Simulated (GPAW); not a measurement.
The system is Te2Mo.

```xyz
6
Lattice="3.5182 0.0000 0.0000 -1.7591 3.0469 0.0000 0.0000 0.0000 13.9736" Properties=species:S:1:pos:R:3 pbc="T T T"
Te    1.7591    1.0156    5.2960
Te    0.0000    2.0312   12.2828
Te    1.7591    1.0156    1.6908
Te    0.0000    2.0312    8.6776
Mo    1.7591    1.0156   10.4802
Mo    0.0000    2.0312    3.4934
```

* Program: GPAW 26.7.0
* Task: relaxation of cell and atoms
* Functional: mBEEF
* Potentials or basis: GPAW PAW data sets (gpaw-data 1.2.1)
* Cutoff: 600 eV
* Basis: pw
* k mesh: 5 × 5 × 2
* Occupations: fermi-dirac, width 0.05 eV
* Spin: no spin polarisation

At the start: pressure -1.7 GPa; volume 24.96 Å³/atom.

Question: Where does the relaxation end?

Answer: Over 13 steps the energy falls by 36.1 meV/atom and the volume is 28.68 Å³/atom (+14.9 %); space group P6_3/mmc (No. 194, to 0.05 Å).

The path:
```
step  energy change (eV)  largest force (eV/Å)  pressure (GPa)  volume (Å³)
   1              0.0000                0.6369           -1.72       149.79
   2             -0.0228                0.4861           -1.02       149.50
   3             -0.0521                0.0239            1.09       148.82
   4             -0.0546                0.0286            1.05       148.97
   5             -0.1289                0.0326            0.45       154.20
   6             -0.1762                0.0030            0.19       159.55
   7             -0.2029                0.0355            0.00       165.05
   8             -0.2132                0.0318           -0.21       170.14
   9             -0.2143                0.0158           -0.31       171.71
  10             -0.2149                0.0100           -0.32       172.41
  11             -0.2158                0.0004           -0.29       172.95
  12             -0.2166                0.0055           -0.18       172.90
  13             -0.2169                0.0051           -0.07       172.11
```

Final structure:
```
Te Mo
1.0
     3.50004    0.00000    0.00000
    -1.75002    3.03112    0.00000
     0.00000    0.00000   16.22286
Te Mo
4 2
Direct
  0.66667 0.33333 0.35946
  0.33333 0.66667 0.85946
  0.66667 0.33333 0.14054
  0.33333 0.66667 0.64054
  0.66667 0.33333 0.75000
  0.33333 0.66667 0.25000
```

Caveat: the k mesh is coarse; later steps reuse the first step's grids; the PAW data sets were made with another functional, which shifts forces and pressure a little; the volume moved by +15 % from the deposited cell, more than functionals usually miss.
